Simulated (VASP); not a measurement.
Set up this calculation in VASP 6.6.1, as the native input.

* Task: relaxation of cell and atoms
* Functional: r2SCAN
* Potentials or basis: VASP PAW PBE potentials, release 64 (Si)
* Cutoff: 600 eV
* k mesh: 11 × 11 × 11
* Occupations: fermi-dirac, width 0.05 eV
* Spin: no spin polarisation
* Target pressure: 9 GPa
* P gpa: 9
* Further INCAR settings: ALGO = Normal; EDIFF = 1e-06; IBRION = 2; EDIFFG = -0.02; NSW = 60; ISIF = 3
* Target pressure: 9 GPa

The structure of Si lies in POSCAR:

```
Si
1.0
    0.0000000000      2.7155000000      2.7155000000
    2.7155000000      0.0000000000      2.7155000000
    2.7155000000      2.7155000000      0.0000000000
Si
2
Direct
    0.0000000000      0.0000000000      0.0000000000
    0.2500000000      0.2500000000      0.2500000000
```

One way to write it, as run:

INCAR

```
SYSTEM = Si
PREC = Accurate ; ENCUT = 600
EDIFF = 1E-6 ; ISMEAR = -1
SIGMA = 0.05 ; LREAL = .FALSE.
LASPH = .TRUE. ; NELM = 80
ALGO = Normal ; ISIF = 3
LWAVE = .FALSE. ; LCHARG = .FALSE.
METAGGA = R2SCAN ; LMIXTAU = .TRUE.
IBRION = 2 ; NSW = 60
EDIFFG = -0.02 ; PSTRESS = 90
```

KPOINTS

```
regular mesh
0
G
  11 11 11
  0 0 0
```

Potentials or basis: VASP PAW PBE potentials, release 64 (Si).

The run is started by

```console
$ cat potpaw_PBE.64/Si/POTCAR > POTCAR
$ mpirun -np 1 vasp_std > vasp.out
```

Results of the run:

```
Relaxed volume                                         : 18.63 Å³/atom
Relaxed cell                                           : a = 3.749 Å, b = 3.749 Å, c = 3.749 Å, α = 60.00°, β = 60.00°, γ = 60.00°
Space group after relaxing (to 0.05 Å)                 : Fd-3m (No. 227)
Energy change on relaxing (the enthalpy is what falls) : +38.5 meV/atom
Ionic steps                                            : 3
Pressure after relaxing                                : 8.8 GPa
Band gap on the k mesh                                 : 0.66 eV, indirect (least direct gap 2.79 eV)
```

Caveat: the cell is relaxed towards a set pressure, so the enthalpy falls and the energy may rise; the PAW data sets were made with another functional, which shifts forces and pressure a little; an odd mesh through Γ misses points on the zone boundary, where band edges often lie.

It took 2.3 min on 1 thread of AMD EPYC 9R45 (Zen 5) (shared host), peak memory 0.16 GiB.
